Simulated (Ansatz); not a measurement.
**C₇H₁₀: how energies converge with the basis set**

One table from this session's results is given with a row withheld; the runs are named, their logs left out.

Program: Ansatz 0.2.0, Gaussian basis. Level of theory: one geometry, several basis sets. These are calculated values, not measurements.

Plan: PBE0-D4/def2-SVP; ωB97M-V/def2-SVP; PBE0-D4/def2-QZVPP; ωB97M-V/def2-QZVPP; the functionals' def2-TZVPP values are taken from earlier runs.

### Structure used throughout

The geometry comes from an earlier relaxation with PBE0-D4 in a triple-zeta def2 set; it is a stationary point, not always the lowest conformer.

SMILES `C1=C[C@H]2CC[C@@H]1C2`, 17 atoms, charge 0, spin multiplicity 1.

Atoms are counted from 1 here; the program's logs count them from 0.

Bond lengths: C1–C2 1.333 Å, C1–C6 1.510 Å, C1–H8 1.083 Å, C2–C3 1.510 Å, C2–H9 1.083 Å, C3–C4 1.554 Å, C3–C7 1.534 Å, C3–H10 1.089 Å, C4–C5 1.547 Å, C4–H11 1.093 Å, C4–H12 1.091 Å, C5–C6 1.554 Å, C5–H13 1.093 Å, C5–H14 1.091 Å, C6–C7 1.534 Å, C6–H15 1.089 Å, C7–H16 1.091 Å, C7–H17 1.094 Å. Angles: C2–C1–C6 107.5°, C2–C1–H8 127.1°, C6–C1–H8 124.9°, C1–C2–C3 107.5°, C1–C2–H9 127.1°, C3–C2–H9 124.9°, C2–C3–C4 105.8°, C2–C3–C7 100.3°, C2–C3–H10 116.4°, C4–C3–C7 100.4°, C4–C3–H10 114.5°, C7–C3–H10 117.3°, C3–C4–C5 102.9°, C3–C4–H11 110.3°, C3–C4–H12 111.8°, C5–C4–H11 111.2°, C5–C4–H12 113.0°, H11–C4–H12 107.7° and more.

The first run:

The input, in.yaml:

```yaml
crystal:
  periodic: [false, false, false]
  atoms:
    - {symbol: C, position_ang: [-1.210940, -0.676765, 0.829744]}
    - {symbol: C, position_ang: [-0.003593, -1.153978, 1.131306]}
    - {symbol: C, position_ang: [1.016910, -0.192871, 0.569938]}
    - {symbol: C, position_ang: [0.952823, -0.363113, -0.973472]}
    - {symbol: C, position_ang: [-0.448264, 0.190894, -1.323439]}
    - {symbol: C, position_ang: [-1.011593, 0.609037, 0.063313]}
    - {symbol: C, position_ang: [0.264431, 1.133498, 0.732990]}
    - {symbol: H, position_ang: [-2.164319, -1.168251, 0.978961]}
    - {symbol: H, position_ang: [0.227719, -2.113699, 1.576432]}
    - {symbol: H, position_ang: [2.020622, -0.253263, 0.989149]}
    - {symbol: H, position_ang: [1.740830, 0.222804, -1.453111]}
    - {symbol: H, position_ang: [1.085729, -1.403827, -1.272206]}
    - {symbol: H, position_ang: [-0.376539, 1.060164, -1.981874]}
    - {symbol: H, position_ang: [-1.086274, -0.544916, -1.814882]}
    - {symbol: H, position_ang: [-1.866113, 1.283280, 0.018438]}
    - {symbol: H, position_ang: [0.111791, 1.407944, 1.778225]}
    - {symbol: H, position_ang: [0.727780, 1.962863, 0.190588]}
basis:
  gaussian: {orbitals: def2-SVP}
hamiltonian: {xc: pbe0, dispersion: d4}
output: {orbitals: {seedname: orbitals}}
```

Launch:

```
> ansatz run in.yaml --threads 2 --pin off --events-out ev --progress --plain --max-ram 22528MiB --backend cpu
```

Steps of the session up to this table: PBE0-D4 in def2-SVP; ωB97M-V in def2-SVP; PBE0-D4 in def2-QZVPP; ωB97M-V in def2-QZVPP.

One of the session's tables, all rows but one given; the rest of the session is left out.

It belongs to the step «Functionals by basis». 

| functional | basis | HOMO (eV) | LUMO (eV) |
| --- | --- | --- | --- |
| PBE0-D4 | def2-SVP | -6.80 | 0.61 |
| PBE0-D4 | def2-TZVPP | -6.81 | 0.43 |
| PBE0-D4 | def2-QZVPP | -6.82 | 0.34 |
| ωB97M-V | def2-SVP | ? | ? |
| ωB97M-V | def2-TZVPP | -9.06 | 2.44 |
| ωB97M-V | def2-QZVPP | -9.06 | 1.89 |

Q: Estimate the row for ωB97M-V, def2-SVP from the others.

**Answer.** HOMO (eV): -9.06; LUMO (eV): 2.78.
